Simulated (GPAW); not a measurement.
# CuO (P-6m2) in GPAW: further runs

One crystal, CuO, is run at these levels: PBEsol+D3(BJ), RPBE+D4, r4SCAN; tasks: relaxation of cell and atoms.

All numbers are computed with GPAW 26.7.0; they aren't measurements. Logs are shortened: lines on timing, memory, paths and dates and some standing lists are left out, and cuts for length are marked. The log counts tension as positive stress, the text compression.

## 1. Starting point

It takes space group P-6m2 (No. 187, hexagonal). The conventional cell has a = 2.836 Å, b = 2.836 Å, c = 2.768 Å, α = 90.00°, β = 90.00°, γ = 120.00°. Cu (site symmetry -6m2) has 6 O at 2.14 Å as nearest neighbours. O (site symmetry -6m2) is surrounded by 6 Cu at 2.14 Å.

Measurements of this composition are mostly on another form, of space group No. 15.

## 2. Relaxation of cell and atoms, PBEsol+D3(BJ)

Contents of run.py:

```python
from ase.calculators.mixing import SumCalculator
from ase.filters import FrechetCellFilter
from ase.io import read, write
from ase.optimize import BFGS
from dftd3.ase import DFTD3
from gpaw import GPAW, PW, setup_paths

setup_paths.insert(0, '.')

atoms = read('POSCAR')

calc = GPAW(mode=PW(800),
            xc='PBEsol',
            kpts={'size': (8, 8, 7), 'gamma': True},
            occupations={'name': 'fermi-dirac', 'width': 0.05},
            nbands=19,
            convergence={'density': 1e-05, 'energy': 1e-05},
            maxiter=150,
            txt='gpaw.txt')
atoms.calc = SumCalculator([calc, DFTD3(method='pbesol', damping='d3bj')])
opt = BFGS(FrechetCellFilter(atoms), trajectory='relax.traj', logfile='-')
done = opt.run(fmax=0.01, steps=40)
calc.write('gs.gpw')
write('result.traj', atoms)
print('Converged:', done)
print('Cell:', atoms.cell.cellpar().round(4))
print('Volume:', round(atoms.get_volume(), 4))
print(atoms.get_scaled_positions().round(5))
```

Contents of POSCAR:

```
CuO
1.0
    2.8363251093      0.0000000000      0.0000000000
   -1.4181625547      2.4563295981      0.0000000000
    0.0000000000      0.0000000000      2.7681127800
Cu O
1 1
Direct
    0.0000000000      0.0000000000      0.0000000000
    0.6666666667      0.3333333333      0.5000000000
```

Potentials or basis: PAW data sets generated in the run's folder for this functional, pw.

The run is started by

```console
gpaw-setup -f PBEsol Cu O
OMP_NUM_THREADS=1 python run.py
```

gpaw.txt:

```text
__  _  _
 | _ |_)|_||  |
 |__||  | ||/\| - 26.7.0

Input parameters:
  mode=PW(ecut=800.0),
  convergence={'density': 1e-05, 'energy': 1e-05},
  kpts=MonkhorstPack(size=(8, 8, 7), gamma=True),
  maxiter=150,
  nbands=19,
  occupations=Occupations(name='fermi-dirac', width=0.05),
  xc=XC(name='PBEsol')

Diagonalizing LCAO Hamiltonian
Converting LCAO to pw mode

           O

       Cu

Atoms  # Å, Bohr magnetons
|   | symbol |        x |        y |        z |    initial magnetic moments |
|---|--------|----------|----------|----------|-----------------------------|
| 0 |     Cu | 0.000000 | 0.000000 | 0.000000 | ( 0.0000,  0.0000,  0.0000) |
| 1 |      O | 1.418163 | 0.818777 | 1.384056 | ( 0.0000,  0.0000,  0.0000) |

Unit cell  # Å
| periodic |         x |        y |        z |  lengths |     angles |
|----------|-----------|----------|----------|----------|------------|
|      yes |  2.836325 | 0.000000 | 0.000000 | 2.836325 |  90.000000 |
|      yes | -1.418163 | 2.456330 | 0.000000 | 2.836325 |  90.000000 |
|      yes |  0.000000 | 0.000000 | 2.768113 | 2.768113 | 120.000000 |

Number of symmetries: 12
Symmetry operations  # r_c * U_cc + t_c -> r_c
|    | kind |            matrix            |
|----|------|------------------------------|
|  0 |  σ   |  1, 1, 0,  0,-1, 0,  0, 0, 1 |
|  1 |  C2  |  1, 1, 0,  0,-1, 0,  0, 0,-1 |
|  2 |  E   |  1, 0, 0,  0, 1, 0,  0, 0, 1 |
|  3 |  σ   |  1, 0, 0,  0, 1, 0,  0, 0,-1 |
|  4 |  C3  |  0, 1, 0, -1,-1, 0,  0, 0, 1 |
|  5 |  S3  |  0, 1, 0, -1,-1, 0,  0, 0,-1 |
|  6 |  σ   |  0,-1, 0, -1, 0, 0,  0, 0, 1 |
|  7 |  C2  |  0,-1, 0, -1, 0, 0,  0, 0,-1 |
|  8 |  σ   | -1, 0, 0,  1, 1, 0,  0, 0, 1 |
|  9 |  C2  | -1, 0, 0,  1, 1, 0,  0, 0,-1 |
| 10 |  C3  | -1,-1, 0,  1, 0, 0,  0, 0, 1 |
| 11 |  S3  | -1,-1, 0,  1, 0, 0,  0, 0,-1 |
[... 169 lines left out ...]
|          1 |         2.875 |     2.000 |
|          2 |         2.875 |     2.000 |
|          3 |         3.254 |     2.000 |
|          4 |         3.827 |     2.000 |
|          5 |         4.702 |     2.000 |
[... 9 lines left out ...]
|         15 |        32.621 |     0.000 |
|         16 |        32.621 |     0.000 |
|        ... |               |           |
|         18 |        38.291 |     0.000 |

No gap
No difference between direct/indirect transitions

Stress tensor  # eV/Ang^3
|        x |        y |        z |
|----------|----------|----------|
| 0.025838 | 0.000000 | 0.000000 |
| 0.000000 | 0.025838 | 0.000000 |
| 0.000000 | 0.000000 | 0.092660 |

Forces  # eV/Ang
|        x |       y |       z |
|----------|---------|---------|
| -0.00000 | 0.00000 | 0.00000 |  # Cu   0
| -0.00000 | 0.00000 | 0.00000 |  # O    1

Interpolating wave functions to new cell

           O

       Cu

Atoms  # Å, Bohr magnetons
|   | symbol |        x |         y |         z |    initial magnetic moments |
|---|--------|----------|-----------|-----------|-----------------------------|
| 0 |     Cu | 0.000000 | -0.000000 | -0.000000 | ( 0.0000,  0.0000,  0.0000) |
| 1 |      O | 1.413085 |  0.815845 |  1.372774 | ( 0.0000,  0.0000,  0.0000) |

Unit cell  # Å
| periodic |         x |         y |         z |  lengths |     angles |
|----------|-----------|-----------|-----------|----------|------------|
|      yes |  2.826170 | -0.000000 |  0.000000 | 2.826170 |  90.000000 |
|      yes | -1.413085 |  2.447535 | -0.000000 | 2.826170 |  90.000000 |
|      yes |  0.000000 | -0.000000 |  2.745548 | 2.745548 | 120.000000 |

Number of symmetries: 12
Symmetry operations  # r_c * U_cc + t_c -> r_c
|    | kind |            matrix            |
|----|------|------------------------------|
|  0 |  σ   |  1, 1, 0,  0,-1, 0,  0, 0, 1 |
|  1 |  C2  |  1, 1, 0,  0,-1, 0,  0, 0,-1 |
|  2 |  E   |  1, 0, 0,  0, 1, 0,  0, 0, 1 |
|  3 |  σ   |  1, 0, 0,  0, 1, 0,  0, 0,-1 |
|  4 |  C3  |  0, 1, 0, -1,-1, 0,  0, 0, 1 |
|  5 |  S3  |  0, 1, 0, -1,-1, 0,  0, 0,-1 |
|  6 |  σ   |  0,-1, 0, -1, 0, 0,  0, 0, 1 |
|  7 |  C2  |  0,-1, 0, -1, 0, 0,  0, 0,-1 |
|  8 |  σ   | -1, 0, 0,  1, 1, 0,  0, 0, 1 |
|  9 |  C2  | -1, 0, 0,  1, 1, 0,  0, 0,-1 |
| 10 |  C3  | -1,-1, 0,  1, 0, 0,  0, 0, 1 |
| 11 |  S3  | -1,-1, 0,  1, 0, 0,  0, 0,-1 |
[... 167 lines left out ...]
|          1 |         2.997 |     2.000 |
|          2 |         2.997 |     2.000 |
|          3 |         3.407 |     2.000 |
|          4 |         4.019 |     2.000 |
|          5 |         4.895 |     2.000 |
[... 9 lines left out ...]
|         15 |        33.059 |     0.000 |
|         16 |        33.059 |     0.000 |
|        ... |               |           |
|         18 |        38.798 |     0.000 |

No gap
No difference between direct/indirect transitions

Stress tensor  # eV/Ang^3
|        x |        y |        z |
|----------|----------|----------|
| 0.012049 | 0.000000 | 0.000000 |
| 0.000000 | 0.012049 | 0.000000 |
| 0.000000 | 0.000000 | 0.069432 |

Forces  # eV/Ang
|        x |       y |       z |
|----------|---------|---------|
|  0.00000 | 0.00000 | 0.00000 |  # Cu   0
| -0.00000 | 0.00000 | 0.00000 |  # O    1

Interpolating wave functions to new cell

           O

       Cu

Atoms  # Å, Bohr magnetons
|   | symbol |        x |         y |        z |    initial magnetic moments |
|---|--------|----------|-----------|----------|-----------------------------|
| 0 |     Cu | 0.000000 | -0.000000 | 0.000000 | ( 0.0000,  0.0000,  0.0000) |
| 1 |      O | 1.395867 |  0.805904 | 1.331899 | ( 0.0000,  0.0000,  0.0000) |
[... 211 lines left out ...]
No gap
No difference between direct/indirect transitions

Stress tensor  # eV/Ang^3
|         x |         y |         z |
|-----------|-----------|-----------|
| -0.046752 | -0.000000 |  0.000000 |
| -0.000000 | -0.046752 |  0.000000 |
|  0.000000 |  0.000000 | -0.030846 |

Forces  # eV/Ang
|       x |        y |       z |
|---------|----------|---------|
| 0.00000 |  0.00000 | 0.00000 |  # Cu   0
| 0.00000 | -0.00000 | 0.00000 |  # O    1

Interpolating wave functions to new cell

           O

       Cu

Atoms  # Å, Bohr magnetons
|   | symbol |        x |         y |        z |    initial magnetic moments |
|---|--------|----------|-----------|----------|-----------------------------|
| 0 |     Cu | 0.000000 | -0.000000 | 0.000000 | ( 0.0000,  0.0000,  0.0000) |
| 1 |      O | 1.398384 |  0.807357 | 1.334714 | ( 0.0000,  0.0000,  0.0000) |

Unit cell  # Å
| periodic |         x |         y |         z |  lengths |     angles |
|----------|-----------|-----------|-----------|----------|------------|
|      yes |  2.796768 | -0.000000 | -0.000000 | 2.796768 |  90.000000 |
|      yes | -1.398384 |  2.422072 | -0.000000 | 2.796768 |  90.000000 |
|      yes |  0.000000 | -0.000000 |  2.669428 | 2.669428 | 120.000000 |
[... 203 lines left out ...]
No gap
No difference between direct/indirect transitions

Stress tensor  # eV/Ang^3
|         x |         y |         z |
|-----------|-----------|-----------|
| -0.039398 | -0.000000 |  0.000000 |
| -0.000000 | -0.039398 |  0.000000 |
|  0.000000 |  0.000000 | -0.021122 |

Forces  # eV/Ang
|       x |       y |       z |
|---------|---------|---------|
| 0.00000 | 0.00000 | 0.00000 |  # Cu   0
| 0.00000 | 0.00000 | 0.00000 |  # O    1

Interpolating wave functions to new cell

           O

       Cu

Atoms  # Å, Bohr magnetons
|   | symbol |        x |         y |        z |    initial magnetic moments |
|---|--------|----------|-----------|----------|-----------------------------|
| 0 |     Cu | 0.000000 | -0.000000 | 0.000000 | ( 0.0000,  0.0000,  0.0000) |
| 1 |      O | 1.400322 |  0.808477 | 1.334257 | ( 0.0000,  0.0000,  0.0000) |

Unit cell  # Å
| periodic |         x |        y |         z |  lengths |     angles |
|----------|-----------|----------|-----------|----------|------------|
|      yes |  2.800645 | 0.000000 | -0.000000 | 2.800645 |  90.000000 |
|      yes | -1.400322 | 2.425430 |  0.000000 | 2.800645 |  90.000000 |
|      yes |  0.000000 | 0.000000 |  2.668514 | 2.668514 | 120.000000 |
[... 202 lines left out ...]
No gap
No difference between direct/indirect transitions

Stress tensor  # eV/Ang^3
|         x |         y |         z |
|-----------|-----------|-----------|
| -0.035844 | -0.000000 |  0.000000 |
| -0.000000 | -0.035844 |  0.000000 |
|  0.000000 |  0.000000 | -0.019370 |

Forces  # eV/Ang
|        x |        y |       z |
|----------|----------|---------|
| -0.00000 | -0.00000 | 0.00000 |  # Cu   0
|  0.00000 | -0.00000 | 0.00000 |  # O    1

Interpolating wave functions to new cell

           O

       Cu

Atoms  # Å, Bohr magnetons
|   | symbol |        x |         y |        z |    initial magnetic moments |
|---|--------|----------|-----------|----------|-----------------------------|
| 0 |     Cu | 0.000000 | -0.000000 | 0.000000 | ( 0.0000,  0.0000,  0.0000) |
| 1 |      O | 1.405769 |  0.811621 | 1.329553 | ( 0.0000,  0.0000,  0.0000) |

Unit cell  # Å
| periodic |         x |        y |         z |  lengths |     angles |
|----------|-----------|----------|-----------|----------|------------|
|      yes |  2.811538 | 0.000000 | -0.000000 | 2.811538 |  90.000000 |
|      yes | -1.405769 | 2.434863 |  0.000000 | 2.811538 |  90.000000 |
|      yes |  0.000000 | 0.000000 |  2.659106 | 2.659106 | 120.000000 |
[... 203 lines left out ...]
No gap
No difference between direct/indirect transitions

Stress tensor  # eV/Ang^3
|         x |         y |         z |
|-----------|-----------|-----------|
| -0.028486 | -0.000000 |  0.000000 |
| -0.000000 | -0.028486 |  0.000000 |
|  0.000000 |  0.000000 | -0.021817 |

Forces  # eV/Ang
|       x |       y |       z |
|---------|---------|---------|
| 0.00000 | 0.00000 | 0.00000 |  # Cu   0
| 0.00000 | 0.00000 | 0.00000 |  # O    1

Interpolating wave functions to new cell

           O

       Cu

Atoms  # Å, Bohr magnetons
|   | symbol |        x |         y |        z |    initial magnetic moments |
|---|--------|----------|-----------|----------|-----------------------------|
| 0 |     Cu | 0.000000 | -0.000000 | 0.000000 | ( 0.0000,  0.0000,  0.0000) |
| 1 |      O | 1.407080 |  0.812378 | 1.326407 | ( 0.0000,  0.0000,  0.0000) |

Unit cell  # Å
| periodic |         x |        y |         z |  lengths |     angles |
|----------|-----------|----------|-----------|----------|------------|
|      yes |  2.814160 | 0.000000 | -0.000000 | 2.814160 |  90.000000 |
|      yes | -1.407080 | 2.437134 |  0.000000 | 2.814160 |  90.000000 |
|      yes |  0.000000 | 0.000000 |  2.652814 | 2.652814 | 120.000000 |
[... 438 lines left out ...]
No gap
No difference between direct/indirect transitions

Stress tensor  # eV/Ang^3
|         x |         y |         z |
|-----------|-----------|-----------|
| -0.029276 | -0.000000 |  0.000000 |
| -0.000000 | -0.029276 |  0.000000 |
|  0.000000 |  0.000000 | -0.029359 |

Forces  # eV/Ang
|        x |        y |       z |
|----------|----------|---------|
|  0.00000 | -0.00000 | 0.00000 |  # Cu   0
| -0.00000 | -0.00000 | 0.00000 |  # O    1

# Writing to gs.gpw (mode='')
```

It took 76 s on 1 thread of Arm Neoverse V2, shared host; peak memory 0.2 GiB.

Results:

```yaml
Free_energy: -10.7287 eV
Relaxed_volume: 9.09 Å³/atom
Relaxed_cell: a = 2.814 Å, b = 2.814 Å, c = 2.650 Å, α = 90.00°, β = 90.00°, γ = 120.00°
Space_group_after_relaxing_to_0.05_Å: P-6m2 (No. 187)
Energy_gained_by_relaxing: 27.2 meV/atom
Ionic_steps: 8
Pressure_after_relaxing: 0.0 GPa
Band_gap_on_the_k_mesh: none (metal or under the smearing width)
Dispersion_energy_per_atom: -0.262 eV
```

Step by step:
```csv
step,energy change (eV),largest force (eV/Å),pressure (GPa),volume (Å³)
1,0.0000,0.0000,-11.91,19.29
2,-0.0219,0.0000,-9.33,18.99
3,-0.0511,0.0000,1.80,17.98
4,-0.0523,0.0000,0.55,18.08
5,-0.0530,0.0000,0.10,18.13
6,-0.0543,0.0000,-0.51,18.20
7,-0.0545,0.0000,-0.29,18.19
8,-0.0544,0.0000,-0.04,18.18
```

Final structure:
```yaml
crystal:
  lattice:
    - [2.81395, 0.00000, 0.00000]
    - [-1.40698, 2.43696, 0.00000]
    - [0.00000, 0.00000, 2.65050]
  atoms:
    - { symbol: Cu, position: [0.00000, 0.00000, 0.00000] }
    - { symbol: O, position: [0.66667, 0.33333, 0.50000] }
```

Caveat: with this Cu data set, volumes or pressures lay over 1.5 % or 2 GPa off other programs in two to four cells of ten; later steps reuse the first step's grids; an odd number of electrons without spin polarisation forces a metal; a magnetic or distorted state may lie lower; the run has no spin polarisation, though such a crystal can be magnetic; semilocal functionals often make such compounds metallic where correlation or magnetic order opens a gap, which also shifts bond lengths; pairwise dispersion overbinds metals, which lowers pressure and volume. With open d or f shells a metallic result of PBEsol can be an artefact of self-interaction; +U or a hybrid may open a gap.

## 3. Relaxation of cell and atoms, RPBE+D4

Contents of run.py:

```python
from ase.calculators.mixing import SumCalculator
from ase.filters import FrechetCellFilter
from ase.io import read, write
from ase.optimize import LBFGS
from dftd4.ase import DFTD4
from gpaw import GPAW, PW

atoms = read('CuO.xyz')

calc = GPAW(mode=PW(800),
            xc='RPBE',
            kpts={'size': (8, 8, 7), 'gamma': True},
            occupations={'name': 'fermi-dirac', 'width': 0.05},
            nbands=19,
            convergence={'density': 1e-05, 'energy': 1e-05},
            maxiter=150,
            txt='gpaw.txt')
atoms.calc = SumCalculator([calc, DFTD4(method='rpbe')])
opt = LBFGS(FrechetCellFilter(atoms), trajectory='relax.traj', logfile='-')
done = opt.run(fmax=0.02, steps=60)
calc.write('gs.gpw')
write('result.traj', atoms)
print('Converged:', done)
print('Cell:', atoms.cell.cellpar().round(4))
print('Volume:', round(atoms.get_volume(), 4))
print(atoms.get_scaled_positions().round(5))
```

Contents of CuO.xyz:

```xyz
2
Lattice="2.8363251093 0.0000000000 0.0000000000 -1.4181625547 2.4563295981 0.0000000000 0.0000000000 0.0000000000 2.7681127800" Properties=species:S:1:pos:R:3 pbc="T T T"
Cu     0.0000000000      0.0000000000      0.0000000000
O      1.4181625548      0.8187765326      1.3840563900
```

Potentials or basis: the program's PAW data sets (release 1.2.1) made for this functional, pw.

The run is started by

```console
OMP_NUM_THREADS=1 python run.py
```

Run time: 1.7 min. Hardware: 1 thread of Arm Neoverse V2, shared host; peak memory 0.23 GiB.

The run converged. Its results:

| Item | Value |
| --- | --- |
| Free energy | -9.8390 eV |
| Relaxed volume | 9.58 Å³/atom |
| Relaxed cell | a = 2.863 Å, b = 2.863 Å, c = 2.698 Å, α = 90.00°, β = 90.00°, γ = 120.00° |
| Space group after relaxing (to 0.05 Å) | P-6m2 (No. 187) |
| Energy gained by relaxing | 5.9 meV/atom |
| Ionic steps | 5 |
| Pressure after relaxing | 0.0 GPa |
| Band gap on the k mesh | none (metal or under the smearing width) |
| Dispersion energy per atom | -0.715 eV |

The path:
| step | energy change (eV) | largest force (eV/Å) | pressure (GPa) | volume (Å³) |
| --- | --- | --- | --- | --- |
| 1 | 0.0000 | 0.0000 | -2.18 | 19.29 |
| 2 | -0.0026 | 0.0000 | -1.62 | 19.23 |
| 3 | -0.0092 | 0.0000 | 1.57 | 18.95 |
| 4 | -0.0097 | 0.0000 | 1.38 | 18.98 |
| 5 | -0.0118 | 0.0000 | 0.02 | 19.15 |

Final structure:
```
Cu O
1.0
     2.86294    0.00000    0.00000
    -1.43147    2.47937    0.00000
     0.00000    0.00000    2.69824
Cu O
1 1
Direct
  0.00000 0.00000 0.00000
  0.66667 0.33333 0.50000
```

Levels at points of the mesh, in eV from the Fermi level:
```csv
k point,band 5,band 6,band 7,band 8,band 9,band 10,band 11,band 12,band 13,band 14
"(0.00, 0.00, 0.00)",-2.38,-1.70,-1.70,-0.12,-0.12,1.20,15.59,16.25,16.25,19.56
"(0.50, 0.00, 0.00)",-2.93,-1.80,-1.33,-1.21,0.33,6.15,8.91,15.61,17.23,18.43
"(0.50, 0.50, 0.00)",-2.93,-1.80,-1.33,-1.21,0.33,6.15,8.91,15.61,17.23,18.43
```

Caveat: with this Cu data set, volumes or pressures lay over 1.5 % or 2 GPa off other programs in two to four cells of ten; later steps reuse the first step's grids; an odd number of electrons without spin polarisation forces a metal; a magnetic or distorted state may lie lower; the run has no spin polarisation, though such a crystal can be magnetic; semilocal functionals often make such compounds metallic where correlation or magnetic order opens a gap, which also shifts bond lengths; pairwise dispersion overbinds metals, which lowers pressure and volume. With open d or f shells a metallic result of RPBE can be an artefact of self-interaction; +U or a hybrid may open a gap.

(Part 1 of 2 ends here.)
